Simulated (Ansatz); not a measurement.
La:

```
CELL_PARAMETERS angstrom
-2.12383 2.12383 2.12383
2.12383 -2.12383 2.12383
2.12383 2.12383 -2.12383
ATOMIC_POSITIONS crystal
La 0.00000 0.00000 0.00000
```

This isn't the form of La at room conditions, which is double hcp.

Base run:

```yaml
Program: Ansatz 0.2.0
Functional: PBEsol
Potentials_or_basis: all-electron LAPW, scalar-relativistic
Cutoff: 123 eV
Density_cutoff: 493 eV
Basis_error_allowed: 0.001 eV/atom
k_mesh: 9 × 9 × 9
Occupations: gaussian, width 0.05 eV
Spin: no spin polarisation
Hubbard_terms: La f U = 6 eV
```

Its results: pressure -1.3 GPa.

The run is repeated on the same cell with these changes: hubbard terms from La f U = 6 eV to none. What comes out?

Pressure -2.6 GPa.

Caveats: U is the effective U less J, on atomic orbitals that reach past the spheres (some runs); U without spin polarisation on a metal has little footing (some runs); the U is typed as a test and isn't derived for this compound (some runs).

Not every run made on this cell is shown here.
